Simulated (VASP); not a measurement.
# MnO2 (P-3m1) in VASP: further runs

One crystal, MnO2, is run at these levels: r2SCAN; tasks: single point.

Program: VASP 6.6.1. These are calculated values, not measurements. Logs are shortened: lines on timing, memory, paths and dates and some standing lists are left out, and cuts for length are marked.

## Step 1: The crystal as given

The structure is trigonal, space group P-3m1 (No. 164). The conventional cell has a = 2.857 Å, b = 2.857 Å, c = 4.601 Å, α = 90.00°, β = 90.00°, γ = 120.00°. Around Mn (site symmetry -3m) lie 6 O at 1.90 Å. O (site symmetry 3m) has 3 Mn at 1.90 Å as nearest neighbours.

Measurements of this composition are mostly on another form, of space group No. 136.

## Step 2: Single point, r2SCAN, collinear spin, ferromagnetic start

Input file INCAR:

```
SYSTEM = MnO2
PREC = Normal ; ENCUT = 460
EDIFF = 1E-6 ; ISMEAR = 0
SIGMA = 0.05 ; LREAL = .FALSE.
LASPH = .TRUE. ; NELM = 100
ALGO = Normal ; ISIF = 2
LWAVE = .FALSE. ; LCHARG = .FALSE.
ISPIN = 2 ; MAGMOM = 4 0 0
LORBIT = 11 ; LMAXMIX = 4
METAGGA = R2SCAN ; LMIXTAU = .TRUE.
ADDGRID = .FALSE.
```

Input file KPOINTS:

```
Automatic mesh
0
G
  8 8 4
  0 0 0
```

Input file POSCAR:

```
MnO2
1.0
    2.8565781804      0.0000000000      0.0000000000
   -1.4282890902      2.4738692722      0.0000000000
    0.0000000000      0.0000000000      4.6013740589
Mn O
1 2
Direct
    0.0000000000      0.0000000000      0.5000000000
    0.3333333333      0.6666666667      0.7062925700
    0.6666666667      0.3333333333      0.2937074300
```

Potentials or basis: VASP PAW PBE potentials, release 64 (Mn_pv, O).

The run is started by

```
$ cat potpaw_PBE.64/Mn_pv/POTCAR potpaw_PBE.64/O/POTCAR > POTCAR
$ mpirun -np 1 vasp_std > vasp.out
```

OUTCAR:

```text
SYSTEM = MnO2
   PREC = Normal
   ENCUT = 460
   EDIFF = 1E-6
   ISMEAR = 0
   LREAL = .FALSE.
   LASPH = .TRUE.
   NELM = 100
   ISIF = 2
   ISPIN = 2
   LORBIT = 11
   METAGGA = R2SCAN

 Found     35 irreducible k-points:

 Following reciprocal coordinates:
            Coordinates               Weight
  0.000000  0.000000  0.000000      1.000000
  0.125000  0.000000  0.000000      6.000000
  0.250000  0.000000  0.000000      6.000000
  0.375000  0.000000  0.000000      6.000000
  0.500000  0.000000  0.000000      3.000000
  0.125000  0.125000  0.000000      6.000000
   k-points           NKPTS =     35   k-points in BZ     NKDIM =     35   number of bands    NBANDS=     18
   number of dos      NEDOS =    301   number of ions     NIONS =      3
   total plane-waves  NPLWV =   6144
   dimension x,y,z NGX =    16 NGY =   16 NGZ =   24
   dimension x,y,z NGXF=    32 NGYF=   32 NGZF=   48
   ions per type =               1   2
   NGX,Y,Z   is equivalent  to a cutoff of   9.31,  9.31,  8.67 a.u.
   NGXF,Y,Z  is equivalent  to a cutoff of  18.62, 18.62, 17.34 a.u.
 SYSTEM =  MnO2
   PREC   = normal    normal or accurate (medium, high low for compatibility)
   ISTART =      0    job   : 0-new  1-cont  2-samecut
   ICHARG =      2    charge: 1-file 2-atom 10-const
   ISPIN  =      2    spin polarized calculation?
   LNONCOLLINEAR =      F non collinear calculations
   LSORBIT =      F    spin-orbit coupling
   LASPH  =      T    aspherical Exc in radial PAW
   ENCUT  =  460.0 eV  33.81 Ry    5.81 a.u.   5.00  5.00  8.05*2*pi/ulx,y,z
   NELM   =    100;   NELMIN=  2; NELMDL= -5     # of ELM steps
   EDIFF  = 0.1E-05   stopping-criterion for ELM
   LREAL  =      F    real-space projection
   EDIFFG = 0.1E-04   stopping-criterion for IOM
   NSW    =      0    number of steps for IOM
   IBRION =     -1    ionic relax: 0-MD 1-quasi-New 2-CG
   NFREE  =      0    steps in history (QN), initial steepest desc. (CG)
   ISIF   =      2    stress and relaxation
   ISYM   =      2    0-nonsym 1-usesym 2-fastsym
   POTIM  = 0.5000    time-step for ionic-motion
   TEBEG  =    0.0;   TEEND  =   0.0 temperature during run
   PSTRESS=    0.0 pullay stress
   NELECT =      25.0000    total number of electrons
   NUPDOWN=      -1.0000    fix difference up-down
   EMIN   =  10.00;   EMAX   =-10.00  energy-range for DOS
   EFERMI =   0.00;   METHOD = LEGACY
   ISMEAR =     0;   SIGMA  =   0.05  broadening in eV -4-tet -1-fermi 0-gaus
   EFERMI_NEDOS =   21; number of points for ismear=-14 and -15
   IALGO  =     38    algorithm
   IMIX   =      4    mixing-type and parameters
     AMIX     =   0.40;   BMIX     =  1.00
     AMIX_MAG =   1.60;   BMIX_MAG =  1.00
  volume/ion in A,a.u.               =      10.84        73.15
  Fermi-wavevector in a.u.,A,eV,Ry     =   1.499747  2.834111 30.602787  2.249241
  Thomas-Fermi vector in A             =   2.611337
   LORBIT       =     11    0 simple, 1 ext, 2 COOP (PROOUT), +10 PAW based schemes
   METAGGA = R2SCAN    functional components
   LHFCALC =     F    Hartree Fock is set to
   AEXX    =    0.0000 exact exchange contribution
   IVDW    =     0    specifies the selected vdW correction
   LEPSILON=     F    determine dielectric tensor
   LRPA    =     F    only Hartree local field effects (RPA)
 spin polarized calculation
 Gauss-broadening in eV      SIGMA  =   0.05
  energy-cutoff  :      460.00
  volume of cell :       32.52
 maximum number of plane-waves:       746
   NGX =  9   NGY =  9   NGZ = 17

 number of electron      24.9999994 magnetization       2.9999993

 Free energy of the ion-electron system (eV)
  ---------------------------------------------------
  ext. energy  EPLUGINS =         0.00000000
  ---------------------------------------------------
  free energy    TOTEN  =       -32.53890284 eV

  energy without entropy =      -32.53890284  energy(sigma->0) =      -32.53890284

 E-fermi :   2.7436     XC(G=0): -11.5625

 val. band max:        2.5356728195   @ k =   0.1250   0.0000   0.5000
 cond. band min:       4.4104219267   @ k =   0.0000   0.0000   0.5000
 fundamental gap:      1.8747491073
 Fermi energy:         2.7436056232

 spin component 1

 k-point     1 :       0.0000    0.0000    0.0000
  band No.  band energies     occupation
      1     -49.7516      1.00000
      2     -49.7249      1.00000
      3     -49.7249      1.00000
      4     -17.7249      1.00000
      5     -15.4312      1.00000
      6      -3.7648      1.00000
[... 10 lines left out ...]
     17      10.6395      0.00000
     18      14.0214      0.00000
[... 88 lines left out ...]
      2     -49.7431      1.00000
      3     -49.7395      1.00000
      4     -17.1720      1.00000
      5     -15.5996      1.00000
      6      -3.3359      1.00000
[... 10 lines left out ...]
     17      12.4813      0.00000
     18      16.0058      0.00000

 [... further k-points ...]

 spin component 2

 k-point     1 :       0.0000    0.0000    0.0000
  band No.  band energies     occupation
      1     -45.6245      1.00000
      2     -45.6241      1.00000
      3     -45.4271      1.00000
      4     -17.6653      1.00000
      5     -15.3831      1.00000
      6      -2.6222      1.00000
[... 10 lines left out ...]
     17      11.1786      0.00000
     18      14.6961      0.00000
[... 88 lines left out ...]
      2     -45.6448      1.00000
      3     -45.4123      1.00000
      4     -17.1103      1.00000
      5     -15.5424      1.00000
      6      -2.3713      1.00000
[... 10 lines left out ...]
     17      12.9179      0.00000
     18      16.7050      0.00000

 [... further k-points ...]

------------------------ aborting loop because EDIFF is reached ----------------------------------------

  FORCE on cell =-STRESS in cart. coord.  units (eV):
  Direction    XX          YY          ZZ          XY          YZ          ZX
  --------------------------------------------------------------------------------------
  -------------------------------------------------------------------------------------
  Total       -0.1328438     -0.1328438     -0.1268494      0.0000000     -0.0000000     -0.0000000
  in kB       -6.5454813     -6.5454813     -6.2501227      0.0000000     -0.0000000     -0.0000000
  external PRESSURE =      -6.4470284 kB  Pullay stress =       0.0000000 kB

 VOLUME and BASIS-vectors are now :
 -----------------------------------------------------------------------------
  energy-cutoff  :      460.00
  volume of cell :       32.52
      direct lattice vectors                 reciprocal lattice vectors
     2.856578180  0.000000000  0.000000000     0.350069187  0.202112539  0.000000000
    -1.428289090  2.473869272  0.000000000     0.000000000  0.404225078  0.000000000
     0.000000000  0.000000000  4.601374059     0.000000000  0.000000000  0.217326387

 POSITION                                       TOTAL-FORCE (eV/Angst)
 -----------------------------------------------------------------------------------
      0.00000      0.00000      2.30069         0.000000      0.000000      0.000000
     -0.00000      1.64925      3.24992        -0.000000      0.000000     -0.001876
      1.42829      0.82462      1.35146         0.000000     -0.000000      0.001876
 -----------------------------------------------------------------------------------
    total drift:                                0.000000     -0.000000      0.000000

  FREE ENERGIE OF THE ION-ELECTRON SYSTEM (eV)
  ---------------------------------------------------
  free  energy   TOTEN  =       -32.5389028447 eV

  energy  without entropy=      -32.5389028447  energy(sigma->0) =      -32.53890284

 total charge

# of ion       s       p       d       tot
------------------------------------------
    1        0.383   6.468   4.862  11.712
    2        1.594   3.448   0.000   5.043
    3        1.594   3.448   0.000   5.043
--------------------------------------------------
tot          3.571  13.365   4.862  21.798

 magnetization (x)

# of ion       s       p       d       tot
------------------------------------------
    1        0.029   0.039   2.865   2.933
    2        0.004   0.003   0.000   0.007
    3        0.004   0.003   0.000   0.007
--------------------------------------------------
tot          0.037   0.045   2.865   2.948
```

OSZICAR:

```text
N       E                     dE             d eps       ncg     rms          rms(c)
DAV:   1     0.231277546404E+03    0.23128E+03   -0.14552E+04  2520   0.150E+03
DAV:   2    -0.302566613587E+02   -0.26153E+03   -0.25266E+03  2814   0.420E+02
DAV:   3    -0.463510882528E+02   -0.16094E+02   -0.16018E+02  2716   0.116E+02
DAV:   4    -0.465417047710E+02   -0.19062E+00   -0.19046E+00  2722   0.138E+01
[... 11 lines left out ...]
DAV:  16    -0.325388873288E+02    0.40118E-04   -0.64884E-06  2480   0.313E-02    0.442E-03
DAV:  17    -0.325389051975E+02   -0.17869E-04   -0.17387E-06  1468   0.155E-02    0.168E-03
DAV:  18    -0.325389005816E+02    0.46159E-05   -0.26642E-07  1384   0.558E-03    0.131E-03
DAV:  19    -0.325389022940E+02   -0.17124E-05   -0.35076E-08  1274   0.208E-03    0.712E-04
DAV:  20    -0.325389028447E+02   -0.55065E-06   -0.11129E-08  1272   0.121E-03
   1 F= -.32538903E+02 E0= -.32538903E+02  d E =-.101954E-10  mag=     3.0000
```

Wall time 30 s (1 thread of Intel Xeon 6975P-C (Granite Rapids), shared host); peak memory 0.14 GiB.

The run converged, but some of its settings lie outside the range that counts as converged, so its numbers aren't taken as properties of the crystal.

Results:

| Quantity | Value |
| --- | --- |
| Free energy | -32.5389 eV |
| Pressure | -0.6 GPa |
| Band gap on the k mesh | 1.87 eV, indirect (least direct gap 1.98 eV) |
| Net moment | 3.00 μB per cell |
| Site moments | Mn +2.93; O +0.01 μB |
| Valence electrons inside the program's atomic spheres | Mn 11.71; O 5.04 |

Caveat: the cutoff is under 1.25 times the usual one of these potentials, so pressure, stress and relaxed cells hold a basis-set (Pulay) error; the PAW data sets were made with another functional, which shifts forces and pressure a little; a cell with one magnetic atom can't hold antiferromagnetic order, which such compounds often take.

## Step 3: Single point, r2SCAN, collinear spin, ferromagnetic start

INCAR is that of step 2.

KPOINTS is that of step 2.

Input file POSCAR:

```
MnO2
1.0
    2.8565781804      0.0000000000      0.0000000000
   -1.4282890902      2.4738692722      0.0000000000
    0.0000000000      0.0000000000      4.6013740589
Mn O
1 2
Direct
    0.0186700000     -0.0033200000      0.4886240000
    0.3165570000      0.6444560000      0.7182440000
    0.6490790000      0.3390650000      0.3129550000
```

Potentials or basis: VASP PAW PBE potentials, release 64 (Mn_pv, O).

The run is started by

```
$ cat potpaw_PBE.64/Mn_pv/POTCAR potpaw_PBE.64/O/POTCAR > POTCAR
$ mpirun -np 1 vasp_std > vasp.out
```

Wall time 82 s (1 thread of Intel Xeon 6975P-C (Granite Rapids), shared host); peak memory 0.2 GiB.

These settings aren't checked as converged: the numbers below hold their error.

What came out:

```yaml
Free_energy: -32.1933 eV
Pressure: 5.4 GPa
Largest_force: 4.162 eV/Å
Band_gap_on_the_k_mesh: 1.77 eV, indirect (least direct gap 1.79 eV)
Net_moment: 3.00 μB per cell
Site_moments: Mn +2.90; O -0.02, +0.06 μB
Valence_electrons_inside_the_program's_atomic_spheres: Mn 11.79; O 5.00, 5.11
```

Caveat: the cutoff is under 1.25 times the usual one of these potentials, so pressure, stress and relaxed cells hold a basis-set (Pulay) error; the PAW data sets were made with another functional, which shifts forces and pressure a little; a cell with one magnetic atom can't hold antiferromagnetic order, which such compounds often take.

[end of part 1 of 2]
